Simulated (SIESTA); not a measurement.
The system is Zn.

```
Zn
1.0
    -1.56904    1.56904    1.56904
     1.56904   -1.56904    1.56904
     1.56904    1.56904   -1.56904
Zn
1
Direct
  0.00000 0.00000 0.00000
```

This isn't the form of Zn at room conditions, which is hcp.

| Item | Value |
| --- | --- |
| Program | SIESTA 5.4.2 |
| Task | relaxation of cell and atoms |
| Functional | VV10 |
| Potentials or basis | PseudoDojo 0.4 standard (PBE files) |
| Basis | TZP (energy shift 0.002 Ry) |
| Grid cutoff | 800 Ry |
| Energy shift | 0.002 Ry |
| k mesh | 12 × 12 × 12 |
| Occupations | fermi-dirac, width 0.05 eV |
| Spin | no spin polarisation |

At the start: pressure -5.9 GPa; volume 15.45 Å³/atom.

Question: Where does the relaxation end?

Answer: Over 8 steps the energy falls by 20.3 meV/atom and the volume is 14.30 Å³/atom (-7.4 %); space group Im-3m (No. 229, to 0.05 Å).

The path:
```csv
step,energy change (eV),largest force (eV/Å),pressure (GPa),volume (Å³)
1,0.0000,0.0000,-5.93,15.45
2,-0.0137,0.0000,-2.43,14.92
3,-0.0190,0.0000,2.40,14.10
4,-0.0190,0.0000,-1.44,14.49
5,-0.0056,0.0002,6.05,13.62
6,-0.0202,0.0000,-0.14,14.31
7,-0.0196,0.0016,1.89,14.14
8,-0.0203,0.0001,-0.02,14.30
```

Final structure:
```yaml
crystal:
  lattice:
    - [-1.52837, 1.52912, 1.52912]
    - [1.52912, -1.52837, 1.52912]
    - [1.52912, 1.52912, -1.52837]
  atoms:
    - { symbol: Zn, position: [0.00000, 0.00000, 0.00000] }
```

Caveat: semicore shells carry a single zeta, which can move pressures by several GPa and volumes by a few percent; the non-local part is tabulated coarsely and may be off by about a percent; the potentials were made for another functional, which shifts forces and pressure; the basis of atomic orbitals isn't converged, which shifts pressures, moduli and gaps.
